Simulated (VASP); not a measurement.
# Pb: relaxation of the atoms with BEEF-vdW

The system is Pb.

```
Pb
1.0
    -0.02621    2.46811    2.46963
     2.45619   -0.00725    2.45067
     2.47617    2.46913   -0.02723
Pb
1
Direct
  0.04718 0.98102 0.01005
```

The cell isn't the ideal one: cell strained at random at fixed volume.

```json
{"Program": "VASP 6.6.1", "Task": "relaxation of the atoms", "Functional": "BEEF-vdW", "Potentials or basis": "VASP PAW PBE potentials, release 64 (Pb_d)", "Cutoff": "520 eV", "k mesh": "9 × 9 × 9", "Occupations": "gaussian, width 0.1 eV", "Spin": "no spin polarisation", "Further INCAR settings": "ALGO = Normal; EDIFF = 1e-07; IBRION = 2; EDIFFG = -0.01; NSW = 40"}
```

```
Pressure after relaxing : 3.8 GPa
Band gap on the k mesh  : none (metal or under the smearing width)
```

Stress tensor (GPa, compression positive):
```
3.73 0.09 0.72
0.09 3.81 0.12
0.72 0.12 3.78
```

Final structure:
```cif
data_structure
_symmetry_space_group_name_H-M 'P 1'
_symmetry_Int_Tables_number 1
_cell_length_a 3.4916
_cell_length_b 3.4697
_cell_length_c 3.4970
_cell_angle_alpha 60.378
_cell_angle_beta 60.772
_cell_angle_gamma 60.476
_cell_volume 30.32
loop_
_atom_site_label
_atom_site_type_symbol
_atom_site_fract_x
_atom_site_fract_y
_atom_site_fract_z
_atom_site_occupancy
Pb1 Pb 0.04718 0.98102 0.01005 1
```

Levels at points of the mesh, in eV from the Fermi level:
```csv
k point,band 5,band 6,band 7,band 8,band 9,band 10
"(0.00, 0.00, 0.00)",-17.20,-11.61,7.30,7.47,7.72,9.98
```

Run time: 87 s on 1 thread of Intel(R) Xeon(R) Platinum 8488C (Sapphire Rapids), with other jobs on the host, peak memory 0.42 GiB.

Caveat: the relaxation stopped at its first step, so nothing moved; the PAW data sets were made with another functional, which shifts forces and pressure a little. Spin-orbit coupling is left out, which matters for the levels of Pb.
